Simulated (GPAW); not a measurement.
# InP (F-43m) in GPAW: notebook, part 2 of 2

GPAW 26.7.0.

## (3) Born charges, TASK

run.py

```python
import json
import numpy as np
import spglib
from ase import Atoms
from ase.constraints import FixSymmetry
from ase.io import read, write
from ase.optimize import BFGS
from phonopy import Phonopy
from phonopy.structure.atoms import PhonopyAtoms
from gpaw import GPAW, PW
from gpaw.berryphase import polarization_phase

atoms = read('InP.cif')
cell, positions, numbers = spglib.find_primitive(
    (atoms.cell[:], atoms.get_scaled_positions(), atoms.numbers), symprec=1e-4)
atoms = Atoms(numbers, cell=cell, scaled_positions=positions, pbc=True)

calc = GPAW(mode=PW(510),
            xc='MGGA_X_TASK+LDA_C_PW',
            kpts={'size': (5, 5, 5), 'gamma': True},
            occupations={'name': 'fermi-dirac', 'width': 0.01},
            nbands=18,
            convergence={'density': 1e-06, 'eigenstates': 1e-09},
            maxiter=150,
            txt='gpaw.txt')
atoms.calc = calc
atoms.set_constraint(FixSymmetry(atoms))
BFGS(atoms, trajectory='relax.traj', logfile='-').run(fmax=0.005, steps=40)
atoms.set_constraint()
energy = atoms.get_potential_energy()
forces = atoms.get_forces()
stress = atoms.get_stress()
calc.write('gs.gpw')
write('result.traj', atoms)
print('Cell:', atoms.cell.cellpar().round(4))
print(atoms.get_scaled_positions().round(5))

n = len(atoms)
unit = PhonopyAtoms(symbols=atoms.get_chemical_symbols(), cell=atoms.cell[:], scaled_positions=atoms.get_scaled_positions())
ph = Phonopy(unit, supercell_matrix=np.eye(3, dtype=int), primitive_matrix=np.eye(3), symprec=1e-4)
ph.generate_displacements(distance=0.02, is_plusminus=True)
forces, phases = [], []
for i, move in enumerate(ph.dataset['first_atoms']):
    b = atoms.copy()
    b.positions[move['number']] += move['displacement']
    c = GPAW(mode=PW(510),
             xc='MGGA_X_TASK+LDA_C_PW',
             kpts={'size': (5, 5, 5), 'gamma': True},
             occupations={'name': 'fermi-dirac', 'width': 0.01},
             nbands=18,
             convergence={'density': 1e-06, 'eigenstates': 1e-09},
             maxiter=150,
             symmetry='off',
             txt=f'disp-{i:02d}.txt')
    b.calc = c
    f = b.get_forces()
    forces.append(f - f.mean(axis=0))
    c.write('disp.gpw', 'all')
    phases.append(polarization_phase(gpw_wfs='disp.gpw')['phase_c'])
    print(move['number'], np.round(move['displacement'], 4), 'phases', phases[-1].round(5), flush=True)

# each pair of opposite moves, with its images under the space group
ops, cell, spos = ph.symmetry.symmetry_operations, atoms.cell[:].T, atoms.get_scaled_positions()
moves, dipoles = [[] for a in atoms], [[] for a in atoms]
for move, up, down in zip(ph.dataset['first_atoms'][::2], phases[::2], phases[1::2]):
    dphi = (up - down + np.pi) % (2 * np.pi) - np.pi
    dp = dphi @ atoms.cell[:] / (2 * np.pi)  # e A
    for w, t in zip(ops['rotations'], ops['translations']):
        x = w @ spos[move['number']] + t - spos
        b = np.linalg.norm(x - x.round(), axis=1).argmin()
        R = cell @ w @ np.linalg.inv(cell)
        moves[b].append(R @ move['displacement'] * 2)
        dipoles[b].append(R @ dp)
Z = np.array([np.linalg.lstsq(np.array(u), np.array(p), rcond=None)[0].T for u, p in zip(moves, dipoles)])  # Z[a, i, j] = dp_i / du_j
ph.forces = forces
ph.produce_force_constants()
ph.symmetrize_force_constants()
H = ph.force_constants.transpose(0, 2, 1, 3).reshape((3 * n, 3 * n))
rule = Z.sum(axis=0)
print('Sum of the charges:')
print(rule.round(4))
Z -= rule / n
for a in atoms:
    print(a.symbol)
    print(Z[a.index].round(3))
w = np.repeat(atoms.get_masses()**-0.5, 3)
omega2, modes = np.linalg.eigh(H * w * w[:, None])
nu = np.sign(omega2) * abs(omega2)**0.5 * 521.4709  # cm^-1
dipoles = np.einsum('aij,ajm->mi', Z, (modes * w[:, None]).reshape((n, 3, -1)))  # e / amu^0.5
optical = np.argsort(abs(omega2))[3:]
eps_ion = sum(np.outer(dipoles[m], dipoles[m]) / omega2[m] for m in optical) * 4 * np.pi * 14.399645 / atoms.get_volume()
for m in range(3 * n):
    print(f'{nu[m]:9.2f} cm^-1  IR {(dipoles[m]**2).sum():8.4f} e^2/amu')
print('Lattice part of the dielectric tensor:')
print(eps_ion.round(3))
json.dump({'Z': Z.tolist(), 'rule': rule.tolist(), 'nu': nu.tolist(), 'ir': (dipoles**2).sum(1).tolist(), 'eps_ion': eps_ion.tolist()},
          open('born.json', 'w'))
```

InP.cif

```cif
data_InP
_cell_length_a 5.86100000
_cell_length_b 5.86100000
_cell_length_c 5.86100000
_cell_angle_alpha 90.00000000
_cell_angle_beta 90.00000000
_cell_angle_gamma 90.00000000
_space_group_name_H-M_alt 'F-43m'
_space_group_name_Hall 'F -4 2 3'
_space_group_IT_number 216
loop_
_space_group_symop_operation_xyz
'x,y,z'
'y,-x,-z'
'-x,-y,z'
'-y,x,-z'
'x,-y,-z'
'y,x,z'
'-x,y,-z'
'-y,-x,z'
'z,x,y'
'-z,y,-x'
'z,-x,-y'
'-z,-y,x'
'-z,x,-y'
'z,y,x'
'-z,-x,y'
'z,-y,-x'
'y,z,x'
'-x,-z,y'
'-y,z,-x'
'x,-z,-y'
'-y,-z,x'
'x,z,y'
'y,-z,-x'
'-x,z,-y'
'x,y+1/2,z+1/2'
'y,-x+1/2,-z+1/2'
'-x,-y+1/2,z+1/2'
'-y,x+1/2,-z+1/2'
'x,-y+1/2,-z+1/2'
'y,x+1/2,z+1/2'
'-x,y+1/2,-z+1/2'
'-y,-x+1/2,z+1/2'
'z,x+1/2,y+1/2'
'-z,y+1/2,-x+1/2'
'z,-x+1/2,-y+1/2'
'-z,-y+1/2,x+1/2'
'-z,x+1/2,-y+1/2'
'z,y+1/2,x+1/2'
'-z,-x+1/2,y+1/2'
'z,-y+1/2,-x+1/2'
'y,z+1/2,x+1/2'
'-x,-z+1/2,y+1/2'
'-y,z+1/2,-x+1/2'
'x,-z+1/2,-y+1/2'
'-y,-z+1/2,x+1/2'
'x,z+1/2,y+1/2'
'y,-z+1/2,-x+1/2'
'-x,z+1/2,-y+1/2'
'x+1/2,y,z+1/2'
'y+1/2,-x,-z+1/2'
'-x+1/2,-y,z+1/2'
'-y+1/2,x,-z+1/2'
'x+1/2,-y,-z+1/2'
'y+1/2,x,z+1/2'
'-x+1/2,y,-z+1/2'
'-y+1/2,-x,z+1/2'
'z+1/2,x,y+1/2'
'-z+1/2,y,-x+1/2'
'z+1/2,-x,-y+1/2'
'-z+1/2,-y,x+1/2'
'-z+1/2,x,-y+1/2'
'z+1/2,y,x+1/2'
'-z+1/2,-x,y+1/2'
'z+1/2,-y,-x+1/2'
'y+1/2,z,x+1/2'
'-x+1/2,-z,y+1/2'
'-y+1/2,z,-x+1/2'
'x+1/2,-z,-y+1/2'
'-y+1/2,-z,x+1/2'
'x+1/2,z,y+1/2'
'y+1/2,-z,-x+1/2'
'-x+1/2,z,-y+1/2'
'x+1/2,y+1/2,z'
'y+1/2,-x+1/2,-z'
'-x+1/2,-y+1/2,z'
'-y+1/2,x+1/2,-z'
'x+1/2,-y+1/2,-z'
'y+1/2,x+1/2,z'
'-x+1/2,y+1/2,-z'
'-y+1/2,-x+1/2,z'
'z+1/2,x+1/2,y'
'-z+1/2,y+1/2,-x'
'z+1/2,-x+1/2,-y'
'-z+1/2,-y+1/2,x'
'-z+1/2,x+1/2,-y'
'z+1/2,y+1/2,x'
'-z+1/2,-x+1/2,y'
'z+1/2,-y+1/2,-x'
'y+1/2,z+1/2,x'
'-x+1/2,-z+1/2,y'
'-y+1/2,z+1/2,-x'
'x+1/2,-z+1/2,-y'
'-y+1/2,-z+1/2,x'
'x+1/2,z+1/2,y'
'y+1/2,-z+1/2,-x'
'-x+1/2,z+1/2,-y'
loop_
_atom_site_label
_atom_site_type_symbol
_atom_site_symmetry_multiplicity
_atom_site_Wyckoff_symbol
_atom_site_fract_x
_atom_site_fract_y
_atom_site_fract_z
_atom_site_occupancy
In1 In 4 a 0.0000000000 0.0000000000 0.0000000000 1
P1 P 4 c 0.2500000000 0.2500000000 0.2500000000 1
```

Potentials or basis: GPAW PAW data sets (gpaw-data 1.2.1), pw.

Launch:

```console
$ OMP_NUM_THREADS=1 python run.py
```

gpaw.txt:

```text
__  _  _
 | _ |_)|_||  |
 |__||  | ||/\| - 26.7.0

Input parameters:
  mode=PW(ecut=510.0),
  convergence={'density': 1e-06, 'eigenstates': 1e-09},
  kpts=MonkhorstPack(size=(5, 5, 5), gamma=True),
  maxiter=150,
  nbands=18,
  occupations=Occupations(name='fermi-dirac', width=0.01),
  xc=XC(name='MGGA_X_TASK+LDA_C_PW')

Diagonalizing LCAO Hamiltonian
Converting LCAO to pw mode

           P

       In

Atoms  # Å, Bohr magnetons
|   | symbol |        x |        y |        z |    initial magnetic moments |
|---|--------|----------|----------|----------|-----------------------------|
| 0 |     In | 0.000000 | 0.000000 | 0.000000 | ( 0.0000,  0.0000,  0.0000) |
| 1 |      P | 1.465250 | 1.465250 | 1.465250 | ( 0.0000,  0.0000,  0.0000) |

Unit cell  # Å
| periodic |        x |        y |        z |  lengths |    angles |
|----------|----------|----------|----------|----------|-----------|
|      yes | 0.000000 | 2.930500 | 2.930500 | 4.144353 | 60.000000 |
|      yes | 2.930500 | 0.000000 | 2.930500 | 4.144353 | 60.000000 |
|      yes | 2.930500 | 2.930500 | 0.000000 | 4.144353 | 60.000000 |

Number of symmetries: 24
Symmetry operations  # r_c * U_cc + t_c -> r_c
|    | kind |            matrix            |
|----|------|------------------------------|
|  0 |  E   |  1, 0, 0,  0, 1, 0,  0, 0, 1 |
|  1 |  σ   |  1, 0, 0,  0, 0, 1,  0, 1, 0 |
|  2 |  σ   |  1, 0,-1,  0, 1,-1,  0, 0,-1 |
|  3 |  C3  |  1, 0,-1,  0, 0,-1,  0, 1,-1 |
[... 147 lines left out ...]
- Maximum [total energy] change in last 3 cyles: 0.0005 eV / valence electron
maximum number of iterations: 150

SCF iterations
|iter     | |      energy | eigst |  dens |
|---------|-|-------------|-------|-------|
|iter:   1| |    4.896547 | -0.09 |       |
|iter:   2| |   15.643066 | -0.72 | -1.16 |
|iter:   3| |   15.467013 | -1.45 | -1.13 |
|iter:   4| |   15.420365 | -2.34 | -1.34 |
|iter:   5| |   15.500020 | -2.23 | -1.40 |
|iter:   6| |   15.503571 | -3.37 | -1.93 |
|iter:   7| |   15.503792c| -3.77 | -2.34 |
|iter:   8| |   15.503716c| -4.93 | -3.29 |
|iter:   9| |   15.503703c| -5.66 | -3.54 |
|iter:  10| |   15.503702c| -7.14 | -4.37 |
|iter:  11| |   15.503702c| -8.16 | -4.78 |
|iter:  12| |   15.503702c| -9.25c| -5.14 |
|iter:  13| |   15.503702c| -9.70c| -5.96 |
|iter:  14| |   15.503702c|-10.06c| -6.53c|

Converged in 14 steps
Energy contributions relative to reference atoms: (reference = -169278.333319)

Energy contributions:
  Kinetic:          37.356859
  Coulomb:         -34.027085
  Zero:              0.410319
  External:          0.000000
  Xc:               11.763610
  Entropy:          -0.000000
  Spinorbit:         0.000000
  ----------------------------
  Free energy:      15.503702
  Extrapolated:     15.503702

dipole moment: (-22.300899, -22.300899, -22.300899)  # |e|*Ang

Fermi level: 5.505
Eigenvalues  # (at kpt = [0.000, 0.000, 0.000])
| band index |      eig [eV] | occ [0-2] |
|------------|---------------|-----------|
|          0 |       -10.270 |     2.000 |
|          1 |       -10.270 |     2.000 |
|          2 |       -10.270 |     2.000 |
|          3 |       -10.062 |     2.000 |
|          4 |       -10.062 |     2.000 |
|          5 |        -7.870 |     2.000 |
[... 10 lines left out ...]
|         16 |        18.252 |     0.000 |
|         17 |        18.252 |     0.000 |

Gap: 1.898 eV
Transition (v -> c):
  (s=0, k=0, n=8, [0.00, 0.00, 0.00]) -> (s=0, k=0, n=9, [0.00, 0.00, 0.00])
No difference between direct/indirect transitions

Forces  # eV/Ang
|       x |        y |       z |
|---------|----------|---------|
| 0.00000 | -0.00000 | 0.00000 |  # In   0
| 0.00000 | -0.00000 | 0.00000 |  # P    1

Stress tensor  # eV/Ang^3
|         x |         y |         z |
|-----------|-----------|-----------|
| -0.033058 |  0.000000 | -0.000000 |
|  0.000000 | -0.033058 |  0.000000 |
| -0.000000 |  0.000000 | -0.033058 |

# Writing to gs.gpw (mode='')
```

Run time: 21 min. Hardware: 1 thread of Arm Neoverse V1, shared host; peak memory 0.96 GiB.

Results:

| Item | Value |
| --- | --- |
| Free energy | 15.5037 eV |
| Pressure after relaxing | 5.3 GPa |
| Band gap on the k mesh | 1.90 eV, direct |
| Born charges (mean of the diagonal) | In +2.63; P -2.63 e |
| Highest phonon frequency at Γ, LO-TO splitting left out | 309 cm⁻¹ |

Final structure:
```
CELL_PARAMETERS angstrom
0.00000 2.93050 2.93050
2.93050 0.00000 2.93050
2.93050 2.93050 0.00000
ATOMIC_POSITIONS crystal
In 0.00000 0.00000 0.00000
P 0.25000 0.25000 0.25000
```

Phonon frequencies in cm⁻¹ (negative: imaginary):
| q point | frequencies |
| --- | --- |
| (0.000, 0.000, 0.000) | 0 0 0 309 309 309 |

Born effective charge tensors (e):
atom 1, In
```
2.63 0.00 0.00
0.00 2.63 0.00
0.00 0.00 2.63
```
atom 2, P
```
-2.63  0.00  0.00
 0.00 -2.63  0.00
 0.00  0.00 -2.63
```

Caveat: the cell is more than 3 GPa from zero pressure, which shifts response properties; the k mesh is coarse; the cutoff is short for stress and forces, so pressures can be off by a GPa or more; the LO-TO splitting is left out; the PAW data sets were made with another functional, which shifts forces and pressure a little; spin-orbit coupling is left out, which moves the levels of the heavy elements.

## (4) Elastic constants, WC, 25.17 Å³/atom

run.py

```python
import json
import numpy as np
import spglib
from ase.constraints import FixSymmetry
from ase.filters import FrechetCellFilter
from ase.io import read, write
from ase.optimize import BFGS
from ase.stress import full_3x3_to_voigt_6_stress, voigt_6_to_full_3x3_strain, voigt_6_to_full_3x3_stress
from ase.units import GPa
from gpaw import GPAW, PW, setup_paths

setup_paths.insert(0, '.')

atoms = read('POSCAR')

calc = GPAW(mode=PW(600),
            xc='WC',
            kpts={'size': (8, 8, 8), 'gamma': True},
            occupations={'name': 'fermi-dirac', 'width': 0.05},
            nbands=18,
            convergence={'density': 1e-06, 'eigenstates': 1e-09},
            maxiter=150,
            txt='gpaw.txt')
atoms.calc = calc
atoms.set_constraint(FixSymmetry(atoms))
BFGS(FrechetCellFilter(atoms), trajectory='relax.traj', logfile='-').run(fmax=0.005, steps=40)
atoms.set_constraint()
energy = atoms.get_potential_energy()
forces = atoms.get_forces()
stress = atoms.get_stress()
calc.write('gs.gpw')
write('result.traj', atoms)
print('Cell:', atoms.cell.cellpar().round(4))
print(atoms.get_scaled_positions().round(5))

gpts = tuple(int(n) for n in calc.get_number_of_grid_points())
cell = atoms.cell[:].T
dataset = spglib.get_symmetry((atoms.cell[:], atoms.get_scaled_positions(), atoms.numbers), symprec=1e-4)
rotations = [cell @ w @ np.linalg.inv(cell) for w in dataset['rotations']]
strains, clamped, relaxed = [], [], []
for v in [0, 3]:
    for e in (-0.005, 0.005):
        voigt = np.zeros(6)
        voigt[v] = e
        F = voigt_6_to_full_3x3_strain(voigt)
        a = atoms.copy()
        a.set_cell(atoms.cell[:] @ F, scale_atoms=True)
        c = GPAW(mode=PW(600),
                 xc='WC',
                 kpts={'size': (8, 8, 8), 'gamma': True},
                 occupations={'name': 'fermi-dirac', 'width': 0.05},
                 nbands=18,
                 convergence={'density': 1e-06, 'eigenstates': 1e-09},
                 maxiter=150,
                 gpts=gpts,
                 txt=f'strain-{v}{e:+.3f}.txt')
        a.calc = c
        s0 = s1 = a.get_stress() - stress
        BFGS(a, logfile=None).run(fmax=0.003, steps=25)
        s1 = a.get_stress() - stress
        print(v, e, 'clamped', (s0 / GPa).round(3), 'relaxed', (s1 / GPa).round(3), flush=True)
        for R in rotations:  # images under the point group
            eps = R @ (F - np.eye(3)) @ R.T
            strains.append(full_3x3_to_voigt_6_stress(eps) * [1, 1, 1, 2, 2, 2])
            for s, rows in ((s0, clamped), (s1, relaxed)):
                rows.append(full_3x3_to_voigt_6_stress(R @ voigt_6_to_full_3x3_stress(s) @ R.T))

C0, C = (np.linalg.lstsq(np.array(strains), np.array(s), rcond=None)[0].T / GPa for s in (clamped, relaxed))
print('Clamped-ion Cij (GPa):')
print(C0.round(1))
print('Relaxed-ion Cij (GPa):')
print(C.round(1))
json.dump({'clamped': C0.tolist(), 'relaxed': C.tolist()}, open('elastic.json', 'w'))
```

POSCAR

```
InP
1.0
    0.0000000000      2.9305000000      2.9305000000
    2.9305000000      0.0000000000      2.9305000000
    2.9305000000      2.9305000000      0.0000000000
In P
1 1
Direct
    0.0000000000      0.0000000000      0.0000000000
    0.7500000000      0.7500000000      0.7500000000
```

Potentials or basis: PAW data sets generated in the run's folder for this functional, pw.

Launch:

```console
$ gpaw-setup -f WC In P
$ OMP_NUM_THREADS=1 python run.py
```

It took 4.7 min on 1 thread of Arm Neoverse V2, shared host; peak memory 0.39 GiB.

Results (log left out):

* Free energy: -9.2991 eV
* Relaxed volume: 25.31 Å³/atom
* Relaxed cell: a = 4.152 Å, b = 4.152 Å, c = 4.152 Å, α = 60.00°, β = 60.00°, γ = 60.00°
* Space group after relaxing (to 0.05 Å): F-43m (No. 216)
* Pressure after relaxing: 0.0 GPa
* Band gap on the k mesh: 0.54 eV, direct
* Elastic constants C11, C12, C44: 96, 54, 44 GPa
* Voigt bulk modulus: 68 GPa
* Bulk modulus (Hill): 68 GPa
* Shear modulus (Hill): 33 GPa
* Young's modulus: 84 GPa
* Poisson's ratio (from the elastic constants): 0.29

Caveat: the density grid can change from cell to cell, which puts small steps into energies and stress; spin-orbit coupling is left out, which moves the levels of the heavy elements.

## (5) Against experiment

Step 2. Measured gap of InP: 1.4236 eV (direct; 1.6 K; a printed reference work, data compilation). This calculation gives 0.47 eV (-0.96 eV). Spin-orbit coupling on In is left out. The value is that of PBE, without temperature or zero-point motion. Semilocal functionals fall short of measured gaps as a rule.

Step 3. Measured gap of InP: 1.4236 eV (direct; 1.6 K; a printed reference work, data compilation). This calculation gives 1.90 eV (+0.47 eV). Spin-orbit coupling on In is left out. The value is that of TASK, without temperature or zero-point motion.
